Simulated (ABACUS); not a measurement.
# ZrSe2 (P-3m1) in ABACUS: equation of state

Aim: energy against volume of ZrSe2 in PBEsol, for its equilibrium volume and stiffness.

Program: ABACUS 3.10.1. These are calculated values, not measurements. Logs are shortened: lines on timing, memory, paths and dates and some standing lists are left out, and cuts for length are marked.

## Step 1: Starting point

It takes space group P-3m1 (No. 164, trigonal). The conventional cell has a = 3.798 Å, b = 3.798 Å, c = 6.192 Å, α = 90.00°, β = 90.00°, γ = 120.00°. Zr (site symmetry -3m) has 6 Se at 2.68 Å as nearest neighbours. Se (site symmetry 3m) is surrounded by 3 Zr at 2.68 Å.

## Step 2: Equation of state, PBEsol, 24.24 Å³/atom (volume scaled by 0.94)

INPUT

```
INPUT_PARAMETERS
suffix              ZrSe2
calculation         scf
basis_type          pw
pseudo_dir          ./
symmetry            1
dft_functional      pbesol
ecutwfc             87
pseudo_rcut         7
nspin               1
nbands              27
ks_solver           dav
smearing_method     fd
smearing_sigma      0.00367493
scf_thr             1e-08
scf_nmax            100
mixing_type         broyden
mixing_beta         0.7
cal_force           1
cal_stress          1
kpar                4
```

STRU

```
ATOMIC_SPECIES
Zr 91.2240 Zr.upf
Se 78.9710 Se.upf

LATTICE_CONSTANT
1.8897261246

LATTICE_VECTORS
3.7204680409 0.0000000000 0.0000000000
-1.8602340205 3.2220198374 0.0000000000
0.0000000000 0.0000000000 6.0655971852

ATOMIC_POSITIONS
Direct

Zr
0.0
1
0.0000000000 0.0000000000 0.0000000000 1 1 1

Se
0.0
2
0.6666666667 0.3333333333 0.7500000000 1 1 1
0.3333333333 0.6666666667 0.2500000000 1 1 1
```

KPT

```
K_POINTS
0
Gamma
8 8 5 0 0 0
```

Potentials or basis: PseudoDojo NC SR 0.4.1 PBEsol standard, plane waves.

The run is started by

```bash
OMP_NUM_THREADS=1 mpirun -np 4 abacus > log
```

running log:

```text
ABACUS v3.10.1

               Atomic-orbital Based Ab-initio Computation at UStc

 ------------------------------------------------------------------------------------

 READING GENERAL INFORMATION
                           global_out_dir = OUT.ZrSe2/
                           global_in_card = INPUT
                               pseudo_dir = ./
                              orbital_dir =
                                    DSIZE = 4
                                    GSIZE = 1

 READING UNITCELL INFORMATION
                                    ntype = 2
                  lattice constant (Bohr) = 1.88973
              lattice constant (Angstrom) = 1

 READING ATOM TYPE 1
                               atom label = Zr
                      L=0, number of zeta = 1
                      L=1, number of zeta = 1
                      L=2, number of zeta = 1
             number of atom for this type = 1

 READING ATOM TYPE 2
                               atom label = Se
                      L=0, number of zeta = 1
                      L=1, number of zeta = 1
                      L=2, number of zeta = 1
             number of atom for this type = 2

                        TOTAL ATOM NUMBER = 3
DIRECT COORDINATES
    atom                   x                   y                   z     mag                  vx                  vy                  vz
taud_Zr1            0.0000000000        0.0000000000        0.0000000000  0.0000        0.0000000000        0.0000000000        0.0000000000
taud_Se1            0.6666666667        0.3333333333        0.7500000000  0.0000        0.0000000000        0.0000000000        0.0000000000
taud_Se2            0.3333333333        0.6666666667        0.2500000000  0.0000        0.0000000000        0.0000000000        0.0000000000

                          Volume (Bohr^3) = 490.677
                             Volume (A^3) = 72.7108

 Lattice vectors: (Cartesian coordinate: in unit of a_0)
             +3.72047                  +0                  +0
             -1.86023            +3.22202                  +0
                   +0                  +0             +6.0656
 Reciprocal vectors: (Cartesian coordinate: in unit of 2 pi/a_0)
            +0.268783           +0.155182                  -0
                   -0           +0.310364                  -0
                   +0                  -0           +0.164864
 The esolver type has been set to : ksdft_pw

                PAO radial cut off (Bohr) = 7

 Read in pseudopotential file is Zr.upf
                     pseudopotential type = NC
          exchange-correlation functional = PBESOL
                 nonlocal core correction = 1
                        valence electrons = 12
                                     lmax = 2
                           number of zeta = 4
                     number of projectors = 6
                           L of projector = 0
[... 5 lines left out ...]
                PAO radial cut off (Bohr) = 7

 Read in pseudopotential file is Se.upf
                     pseudopotential type = NC
          exchange-correlation functional = PBESOL
                 nonlocal core correction = 1
                        valence electrons = 16
                                     lmax = 2
                           number of zeta = 3
                     number of projectors = 6
                           L of projector = 0
                           L of projector = 0
                           L of projector = 1
                           L of projector = 1
                           L of projector = 2
                           L of projector = 2
     initial pseudo atomic orbital number = 28

 SETUP THE ELECTRONS NUMBER
            electron number of element Zr = 12
      total electron number of element Zr = 12
            electron number of element Se = 16
      total electron number of element Se = 32
            AUTOSET number of electrons:  = 44
                           occupied bands = 22
                                   NBANDS = 27
                                   NLOCAL = 27

%%%%%%%%%%%%%%%%%%%%%%%%%%%%%%%%%%%%%%%%%%%%%%%%%%%%%%%%%%%%%%%%%%%%%%%%%%%%%%%%%%%%%%%%%%%%%%%%%%%%%%%%%%
 Warning: the number of valence electrons in pseudopotential > 4 for Zr: [Kr] 4d2 5s2
 Warning: the number of valence electrons in pseudopotential > 6 for Se: [Ar] 3d10 4s2 4p4
 Pseudopotentials with additional electrons can yield (more) accurate outcomes, but may be less efficient.
 If you're confident that your chosen pseudopotential is appropriate, you can safely ignore this warning.
%%%%%%%%%%%%%%%%%%%%%%%%%%%%%%%%%%%%%%%%%%%%%%%%%%%%%%%%%%%%%%%%%%%%%%%%%%%%%%%%%%%%%%%%%%%%%%%%%%%%%%%%%%

 SETUP THE PLANE WAVE BASIS
 energy cutoff for charge/potential (unit:Ry) = 348
            fft grid for charge/potential = [ 45, 45, 72 ]
                        fft grid division = [ 1, 1, 1 ]
        big fft grid for charge/potential = [ 45, 45, 72 ]
                                     nbxx = 145800
                                     nrxx = 145800

 SETUP PLANE WAVES FOR CHARGE/POTENTIAL
                    number of plane waves = 53685
                         number of sticks = 1177

 PARALLEL PW FOR CHARGE/POTENTIAL
     PROC   COLUMNS(POT)             PW
        1           1177          53685
 --------------- sum -------------------
[... 69 lines left out ...]
                             BRAVAIS TYPE = 4
                     BRAVAIS LATTICE NAME = 04. Hexagonal cell
                                    ibrav = 4
                       right hand lattice = 1
                        ROTATION MATRICES = 24
                               nkstot_ibz = 40
K-POINTS REDUCTION ACCORDING TO SYMMETRY
     IBZ    DIRECT_X    DIRECT_Y    DIRECT_Z  WEIGHT  ibz2bz
       1  0.00000000  0.00000000  0.00000000  0.0031       0
       2 -0.12500000  0.12500000  0.00000000  0.0187       1
       3 -0.25000000  0.25000000  0.00000000  0.0187       2
       4 -0.37500000  0.37500000  0.00000000  0.0187       3
       5  0.50000000  0.50000000  0.00000000  0.0094       4
       6 -0.12500000  0.25000000  0.00000000  0.0187       9
[... 22 lines left out ...]
      29 -0.37500000  0.37500000  0.40000000  0.0187     131
      30  0.50000000  0.50000000  0.40000000  0.0187     132
[... 10 further k points ...]

                               nkstot now = 40
[... K-POINTS DIRECT COORDINATES: 40 rows ...]

           k-point number in this process = 10
       minimum distributed K point number = 10
[... stars of the k points ...]

[... K-POINTS CARTESIAN COORDINATES: 10 rows ...]

[... K-POINTS DIRECT COORDINATES: 10 rows ...]

 SETUP PLANE WAVES FOR WAVE FUNCTIONS
     energy cutoff for wavefunc (unit:Ry) = 87
              fft grid for wave functions = [ 45, 45, 72 ]
                    number of plane waves = 8893
                         number of sticks = 361

 PARALLEL PW FOR WAVE FUNCTIONS
     PROC   COLUMNS(POT)             PW
        1            361           8893
 --------------- sum -------------------
        1            361           8893

 SETUP NONLOCAL PSEUDOPOTENTIALS IN PLANE WAVE BASIS
 Zr non-local projectors:
 projector 1 L=0
 projector 2 L=0
 projector 3 L=1
 projector 4 L=1
 projector 5 L=2
 projector 6 L=2
 Se non-local projectors:
 projector 1 L=0
 projector 2 L=0
 projector 3 L=1
 projector 4 L=1
 projector 5 L=2
 projector 6 L=2
      TOTAL NUMBER OF NONLOCAL PROJECTORS = 54

 Init Non-Local PseudoPotential table :
 Init Non-Local-Pseudopotential done.

                                     npwx = 6733

 Make real space PAO into reciprocal space.
       max mesh points in Pseudopotential = 701
     dq(describe PAO in reciprocal space) = 0.01
                                    max q = 1124

 number of pseudo atomic orbitals for Zr is 4
WARNING: norm of atomic wavefunction # 3 of atomic type Zr is 0.998132, renormalized
WARNING: norm of atomic wavefunction # 4 of atomic type Zr is 0.988444, renormalized

 number of pseudo atomic orbitals for Se is 3
WARNING: norm of atomic wavefunction # 2 of atomic type Se is 0.999994, renormalized
WARNING: norm of atomic wavefunction # 3 of atomic type Se is 0.999458, renormalized

 -------------------------------------------
 SELF-CONSISTENT
 -------------------------------------------
                                 init_chg = atomic

 PW ALGORITHM --------------- ION=   1  ELEC=   1--------------------------------

 Notice: Threshold on eigenvalues was too large.
 hsover_error=0.44 > DRHO=0.114839
 Origin diag ethr = 0.01
 New diag ethr = 0.000260998

 Density error is 0.115439592413
                          Error Threshold = 0.000260997818586
----------------------------------------------------------
     Energy           Rydberg                 eV
----------------------------------------------------------
 E_KohnSham     -585.8902025164      -7971.4451565964
 E_Harris       -584.1404029523      -7947.6379121672
 E_Fermi        0.7291601829         9.9207332419
----------------------------------------------------------
[... 75 lines left out ...]
 Density error is 2.87017096402e-09
                          Error Threshold = 4.91020395348e-11
----------------------------------------------------------
     Energy           Rydberg                 eV
----------------------------------------------------------
 E_KohnSham     -585.9223948159      -7971.8831553017
 E_KS(sigma->0) -585.9223525335      -7971.8825800197
 E_Harris       -585.9220297535      -7971.8781883728
 E_band         -62.5368383632       -850.8573366444
 E_one_elec     -313.1599720457      -4260.7600053417
 E_Hartree      167.5393455469       2279.4897386290
 E_xc           -115.9230597832      -1577.2141426467
 E_Ewald        -324.3786239690      -4413.3975953784
 E_entropy(-TS) -0.0000845649        -0.0011505639
 E_descf        0.0000000000         0.0000000000
 E_exx          0.0000000000         0.0000000000
 E_Fermi        0.7381691556         10.0433066045
----------------------------------------------------------

 charge density convergence is achieved
 final etot is -7971.8831553 eV
 EFERMI = 10.043306604 eV

 STATE ENERGY(eV) AND OCCUPATIONS    NSPIN == 1
 1/10 kpoint (Cartesian) = 0.0000 0.0000 0.0000 (6731 pws)
       1       -39.3034     0.00625000
       2       -37.2013     0.00625000
       3       -37.2013     0.00625000
       4       -37.2012     0.00625000
       5       -37.2012     0.00625000
       6       -37.1890     0.00625000
[... 164 lines left out ...]
      26        13.9918    1.89492e-36
      27        14.4269    3.15529e-40

[... levels at 4 further k points ...]

------------------------------------------------------------------------------------------
 TOTAL-FORCE (eV/Angstrom)
------------------------------------------------------------------------------------------
                       Zr1         0.0000000000         0.0000000000         0.0000000000
                       Se1         0.0000000000         0.0000000000        -0.8119114309
                       Se2         0.0000000000         0.0000000000         0.8119114309
------------------------------------------------------------------------------------------

----------------------------------------------------------------
 TOTAL-STRESS (KBAR)
----------------------------------------------------------------
        36.6044681140         0.0000000006         0.0000000000
         0.0000000006        36.6044681137        -0.0000000000
        -0.0000000000         0.0000000000        52.6726642189
----------------------------------------------------------------
 TOTAL-PRESSURE: 41.960533 KBAR

 --------------------------------------------
 !FINAL_ETOT_IS -7971.8831553016952967 eV
 --------------------------------------------
```

Wall time 25 s (4 MPI ranks of Intel Xeon 6975P-C (Granite Rapids), shared host); peak memory 0.68 GiB.

Results:

```
Free energy            : -7971.8832 eV
Pressure               : 4.2 GPa
Largest force          : 0.812 eV/Å
Band gap on the k mesh : 0.28 eV, indirect (least direct gap 1.00 eV)
```

Caveat: an odd mesh through Γ misses points on the zone boundary, where band edges often lie; this functional lacks dispersion, which binds the layers, so the pressure and a relaxed spacing across them are unreliable.

## Step 3: Equation of state, PBEsol, 24.75 Å³/atom (volume scaled by 0.96)

INPUT is that of step 2.

STRU: that of step 2 with these lines changed.

```diff
@@ -8,5 +8,5 @@
 LATTICE_VECTORS
-3.7204680409 0.0000000000 0.0000000000
--1.8602340205 3.2220198374 0.0000000000
-0.0000000000 0.0000000000 6.0655971852
+3.7466693833 0.0000000000 0.0000000000
+-1.8733346917 3.2447108656 0.0000000000
+0.0000000000 0.0000000000 6.1083140657
```

KPT is that of step 2.

Potentials or basis: PseudoDojo NC SR 0.4.1 PBEsol standard, plane waves.

The run is started by

```bash
OMP_NUM_THREADS=1 mpirun -np 4 abacus > log
```

It took 25 s on 4 MPI ranks of Intel Xeon 6975P-C (Granite Rapids), shared host; peak memory 0.64 GiB.

The run converged. Its results:

| Property | Result |
| --- | --- |
| Free energy | -7971.9140 eV |
| Pressure | 2.2 GPa |
| Largest force | 0.553 eV/Å |
| Band gap on the k mesh | 0.31 eV, indirect (least direct gap 1.00 eV) |

Caveat: an odd mesh through Γ misses points on the zone boundary, where band edges often lie; this functional lacks dispersion, which binds the layers, so the pressure and a relaxed spacing across them are unreliable.

## Step 4: Equation of state, PBEsol, 25.27 Å³/atom (volume scaled by 0.98)

INPUT is that of step 3.

STRU: that of step 3 with these lines changed.

```diff
@@ -8,5 +8,5 @@
 LATTICE_VECTORS
-3.7466693833 0.0000000000 0.0000000000
--1.8733346917 3.2447108656 0.0000000000
-0.0000000000 0.0000000000 6.1083140657
+3.7725092991 0.0000000000 0.0000000000
+-1.8862546495 3.2670888890 0.0000000000
+0.0000000000 0.0000000000 6.1504417008
```

KPT is that of step 3.

The run is started by

```bash
OMP_NUM_THREADS=1 mpirun -np 4 abacus > log
```

Run time: 25 s. Hardware: 4 MPI ranks of Intel Xeon 6975P-C (Granite Rapids), shared host; peak memory 0.68 GiB.

It converged, with:

```
Free energy            : -7971.9267 eV
Pressure               : 0.4 GPa
Largest force          : 0.311 eV/Å
Band gap on the k mesh : 0.33 eV, indirect (least direct gap 1.01 eV)
```

Caveat: an odd mesh through Γ misses points on the zone boundary, where band edges often lie; this functional lacks dispersion, which binds the layers, so the pressure and a relaxed spacing across them are unreliable.

## Step 5: Equation of state, PBEsol, 25.78 Å³/atom

INPUT is that of step 4.

STRU: that of step 4 with these lines changed.

```diff
@@ -8,5 +8,5 @@
 LATTICE_VECTORS
-3.7725092991 0.0000000000 0.0000000000
--1.8862546495 3.2670888890 0.0000000000
-0.0000000000 0.0000000000 6.1504417008
+3.7980000000 0.0000000000 0.0000000000
+-1.8990000000 3.2891644836 0.0000000000
+0.0000000000 0.0000000000 6.1920000000
```

KPT is that of step 4.

The run is started by

```bash
OMP_NUM_THREADS=1 mpirun -np 4 abacus > log
```

Wall time 26 s (4 MPI ranks of Intel Xeon 6975P-C (Granite Rapids), shared host); peak memory 0.68 GiB.

Results (log left out):

- Free energy: -7971.9229 eV
- Pressure: -1.2 GPa
- Largest force: 0.085 eV/Å
- Band gap on the k mesh: 0.35 eV, indirect (least direct gap 1.01 eV)

Caveat: an odd mesh through Γ misses points on the zone boundary, where band edges often lie; this functional lacks dispersion, which binds the layers, so the pressure and a relaxed spacing across them are unreliable.

## Step 6: Equation of state, PBEsol, 26.30 Å³/atom (volume scaled by 1.02)

INPUT is that of step 5.

STRU: that of step 5 with these lines changed.

```diff
@@ -8,5 +8,5 @@
 LATTICE_VECTORS
-3.7980000000 0.0000000000 0.0000000000
--1.8990000000 3.2891644836 0.0000000000
-0.0000000000 0.0000000000 6.1920000000
+3.8231530509 0.0000000000 0.0000000000
+-1.9115765255 3.3109476647 0.0000000000
+0.0000000000 0.0000000000 6.2330078176
```

KPT is that of step 5.

Potentials or basis: PseudoDojo NC SR 0.4.1 PBEsol standard, plane waves.

The run is started by

```bash
OMP_NUM_THREADS=1 mpirun -np 4 abacus > log
```

It took 30 s on 4 MPI ranks of Intel Xeon 6975P-C (Granite Rapids), shared host; peak memory 0.64 GiB.

The run converged. Its results:

```yaml
Free_energy: -7971.9044 eV
Pressure: -2.6 GPa
Largest_force: 0.122 eV/Å
Band_gap_on_the_k_mesh: 0.38 eV, indirect (least direct gap 1.01 eV)
```

Caveat: an odd mesh through Γ misses points on the zone boundary, where band edges often lie; this functional lacks dispersion, which binds the layers, so the pressure and a relaxed spacing across them are unreliable.

## Step 7: Equation of state, PBEsol, 26.82 Å³/atom (volume scaled by 1.04)

INPUT is that of step 6.

STRU: that of step 6 with these lines changed.

```diff
@@ -8,5 +8,5 @@
 LATTICE_VECTORS
-3.8231530509 0.0000000000 0.0000000000
--1.9115765255 3.3109476647 0.0000000000
-0.0000000000 0.0000000000 6.2330078176
+3.8479794157 0.0000000000 0.0000000000
+-1.9239897079 3.3324479273 0.0000000000
+0.0000000000 0.0000000000 6.2734830285
```

KPT is that of step 6.

The run is started by

```bash
OMP_NUM_THREADS=1 mpirun -np 4 abacus > log
```

Wall time 33 s (4 MPI ranks of Intel Xeon 6975P-C (Granite Rapids), shared host); peak memory 0.64 GiB.

The run converged. Its results:

```
Free energy            : -7971.8725 eV
Pressure               : -4.0 GPa
Largest force          : 0.315 eV/Å
Band gap on the k mesh : 0.40 eV, indirect (least direct gap 1.01 eV)
```

Caveat: an odd mesh through Γ misses points on the zone boundary, where band edges often lie; this functional lacks dispersion, which binds the layers, so the pressure and a relaxed spacing across them are unreliable.

## Step 8: Equation of state, PBEsol, 27.33 Å³/atom (volume scaled by 1.06)

INPUT is that of step 7.

STRU: that of step 7 with these lines changed.

```diff
@@ -8,5 +8,5 @@
 LATTICE_VECTORS
-3.8479794157 0.0000000000 0.0000000000
--1.9239897079 3.3324479273 0.0000000000
-0.0000000000 0.0000000000 6.2734830285
+3.8724894996 0.0000000000 0.0000000000
+-1.9362447498 3.3536742825 0.0000000000
+0.0000000000 0.0000000000 6.3134425964
```

KPT is that of step 7.

The run is started by

```bash
OMP_NUM_THREADS=1 mpirun -np 4 abacus > log
```

It took 29 s on 4 MPI ranks of Intel Xeon 6975P-C (Granite Rapids), shared host; peak memory 0.68 GiB.

It converged, with:

* Free energy: -7971.8286 eV
* Pressure: -5.1 GPa
* Largest force: 0.494 eV/Å
* Band gap on the k mesh: 0.42 eV, indirect (least direct gap 1.01 eV)

Caveat: an odd mesh through Γ misses points on the zone boundary, where band edges often lie; this functional lacks dispersion, which binds the layers, so the pressure and a relaxed spacing across them are unreliable.

## Step 9: Equation of state, PBEsol

Potentials or basis: PseudoDojo NC SR 0.4.1 PBEsol standard, plane waves.

No new run: the results of the series are fitted here.

What came out:

```
Equilibrium volume                        : 25.40 Å³/atom
Bulk modulus at fixed shape and positions : 81 GPa
Pressure derivative of the bulk modulus   : 4.1
```

Energy against volume, from the lowest point:
```tsv
volume (Å³/atom)	energy (meV/atom)
24.237	14.51
24.753	4.22
25.268	0.00
25.784	1.25
26.300	7.42
26.815	18.05
27.331	32.68
```

Caveat: the cell was scaled at fixed shape and fractional positions, which overstates the stiffness of a crystal with free parameters, most of all of layers and chains; this functional lacks dispersion, which binds the layers, so the pressure and a relaxed spacing across them are unreliable.
